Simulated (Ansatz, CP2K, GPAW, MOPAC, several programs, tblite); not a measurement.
# GeSe (Pnma) from semi-empirical methods to plane-wave DFT

An 8-atom cell of GeSe started from a crystallographic database, relaxed with r2SCAN+rVV10 in Ansatz, was computed with several methods. Space group Pnma (No. 62), orthorhombic; a = 11.010 Å, b = 3.804 Å, c = 4.536 Å in the conventional setting, 23.75 Å³ an atom. Ge is surrounded by 3 Se at 2.56 Å; Se is surrounded by 3 Ge at 2.56 Å. No spin polarisation and no zero-point or thermal motion.

```cif
data_structure
_symmetry_space_group_name_H-M 'Pnma'
_symmetry_Int_Tables_number 62
_cell_length_a 11.0103
_cell_length_b 3.8043
_cell_length_c 4.5364
_cell_angle_alpha 90.000
_cell_angle_beta 90.000
_cell_angle_gamma 90.000
_cell_volume 190.01
loop_
_atom_site_label
_atom_site_type_symbol
_atom_site_symmetry_multiplicity
_atom_site_Wyckoff_symbol
_atom_site_fract_x
_atom_site_fract_y
_atom_site_fract_z
_atom_site_occupancy
Ge1 Ge 4 c 0.12544 0.75000 0.88603 1
Se1 Se 4 c 0.85161 0.75000 0.48780 1
```

Gaps and times are for a single point on this cell; volume and bulk modulus come from each method's own relaxation or energy curve at fixed shape, which is too stiff where a cell has free coordinates or axes. Times are rough, from shared hosts (Arm Neoverse V1), and each method has its own mesh and cell size. A double dagger marks a value from a curve with shape and coordinates held. PM6 (MOPAC): levels, charges or heat of formation failed a check of plausibility, so no values are given. PM6 (MOPAC), PM7 (MOPAC), GFN1-xTB (tblite), GFN2-xTB (tblite) treat a cluster of cells at its zone centre, which samples few k points: where these miss a band edge, the gap comes out too large for that reason alone. Gaps from k meshes are read at a limited set of points (mesh, symmetry points, PBE's band edges), so each method's own least gap may be somewhat smaller. xTB and the PM methods were fitted mostly to molecules, and can miss a solid's gap by electronvolts. Minimal bases can be far off for gaps. Curves at held shape can't give the bulk modulus of a layered or molecular crystal, so none is listed. GLLB-SC's gap includes the derivative discontinuity. d marks a direct gap, i an indirect one (no mark: not told apart), a dash a value that wasn't computed or didn't pass its checks.

```json
{"method": "PM6 (MOPAC)", "kind": "semi-empirical", "gap (eV)": "–", "own volume (Å³/atom)": "–", "bulk modulus (GPa)": "–", "atoms computed": "48", "processor time": "2.8 s"}
{"method": "GFN1-xTB (tblite)", "kind": "tight binding", "gap (eV)": "1.17", "own volume (Å³/atom)": "–", "bulk modulus (GPa)": "–", "atoms computed": "48", "processor time": "3.8 s"}
{"method": "GFN2-xTB (tblite)", "kind": "tight binding", "gap (eV)": "1.83", "own volume (Å³/atom)": "25.87‡", "bulk modulus (GPa)": "–", "atoms computed": "48", "processor time": "4.2 s"}
{"method": "PM7 (MOPAC)", "kind": "semi-empirical", "gap (eV)": "3.95", "own volume (Å³/atom)": "–", "bulk modulus (GPa)": "–", "atoms computed": "48", "processor time": "4.8 s"}
{"method": "PBE/SZV (CP2K)", "kind": "small basis", "gap (eV)": "1.44 d", "own volume (Å³/atom)": "–", "bulk modulus (GPa)": "–", "atoms computed": "8", "processor time": "7.3 s"}
{"method": "light PBE (260 eV and a coarse mesh)", "kind": "light plane-wave", "gap (eV)": "0.83 d", "own volume (Å³/atom)": "–", "bulk modulus (GPa)": "–", "atoms computed": "8", "processor time": "8.1 s"}
{"method": "PBE/DZVP (CP2K)", "kind": "small basis", "gap (eV)": "0.83 d", "own volume (Å³/atom)": "25.00‡", "bulk modulus (GPa)": "–", "atoms computed": "8", "processor time": "14 s"}
{"method": "PBE", "kind": "semilocal", "gap (eV)": "0.83 d", "own volume (Å³/atom)": "–", "bulk modulus (GPa)": "–", "atoms computed": "8", "processor time": "38 s"}
{"method": "r2SCAN", "kind": "semilocal", "gap (eV)": "1.04 d", "own volume (Å³/atom)": "–", "bulk modulus (GPa)": "–", "atoms computed": "8", "processor time": "76 s"}
{"method": "GLLB-SC (GPAW)", "kind": "model potential", "gap (eV)": "1.48", "own volume (Å³/atom)": "–", "bulk modulus (GPa)": "–", "atoms computed": "8", "processor time": "83 s"}
```

Against r2SCAN (1.04 eV) and with closed or daggered gaps left aside, the nearest gap at the points sampled is that of GFN1-xTB (tblite) (+0.13 eV) and the farthest that of PM7 (MOPAC) (+2.91 eV). r2SCAN is only a yardstick of convenience: semilocal gaps usually lie below measured ones, which GLLB-SC and hybrids aim to mend.

The runs are scalar-relativistic, without spin-orbit coupling.
